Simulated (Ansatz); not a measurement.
Reactions of FH$_{6}$NOSiSn (`[NH2][SnH]([F])[O][SiH3]`).

Computed with Ansatz on PBE0-D4/def2-TZVP structures; ΔE is electronic, products minus reactants. CCSD(T)/CBS is the MP2 limit (def2-TZVPP, def2-QZVPP) plus CCSD(T) − MP2 in def2-TZVPP, frozen cores. Functionals use def2-TZVPP. def2 core potentials past Kr. For Ge, Se, Sn outer-core shells are correlated without core-valence functions, which leaves a few kJ/mol of doubt a bond. Scalar relativity is left out up to krypton. One conformer a species, not always the lowest.

| reaction | ωB97X-V (kJ/mol) | HF/CBS(def2) (kJ/mol) | PBE0-D4 (kJ/mol) | ωB97M-V (kJ/mol) |
| --- | --- | --- | --- | --- |
| `[NH2][SnH]([F])[O][SiH3]` + `O[Si](O)(F)O[SiH3]` → `O[Si](F)(O[SiH3])O[SiH3]` + `[NH2][SnH]([OH])[F]` | -2 | -3 | -3 | -2 |
| `[NH2][SnH]([F])[O][SiH3]` + `CC[SiH2]C` → `[CH3][SnH]([NH2])[F]` + `CC[SiH2]O[SiH3]` | -53 | -62 | -53 | -55 |
| `[NH2][SnH]([F])[O][SiH3]` + `NB[SeH]` → `[SiH3]NB[SeH]` + `[NH2][SnH]([OH])[F]` | 60 | 73 | 56 | 59 |
| `[NH2][SnH]([F])[O][SiH3]` + `N=C(N)O` → `N=C(N)O[SiH3]` + `[NH2][SnH]([OH])[F]` | 22 | 31 | 21 | 21 |
| `[NH2][SnH]([F])[O][SiH3]` + `N=[C]1[CH2][GeH2]1` → `[SiH3]/N=[C]1/[CH2][GeH2]1` + `[NH2][SnH]([OH])[F]` | 53 | 70 | 43 | 51 |
| `[NH2][SnH]([F])[O][SiH3]` + `[NH2][Al]([OH])[F]` → `[NH2][Al]([F])[O][SiH3]` + `[NH2][SnH]([OH])[F]` | -12 | -15 | -12 | -12 |
| `[NH2][SnH]([F])[O][SiH3]` + `F[SiH]([SiH3])Cl` → `[NH2][SnH]([F])[Cl]` + `F[SiH]([SiH3])O[SiH3]` | -68 | -82 | -69 | -69 |

(1) Give the CCSD(T)/CBS values in the same order. (Best estimate.)

Largest T1 diagnostic: 0.014, for `[SiH3]/N=[C]1/[CH2][GeH2]1`.

Results:

(1) The calculation gave: 0, -55, 60, 23, 52, -9, -66 kJ/mol.
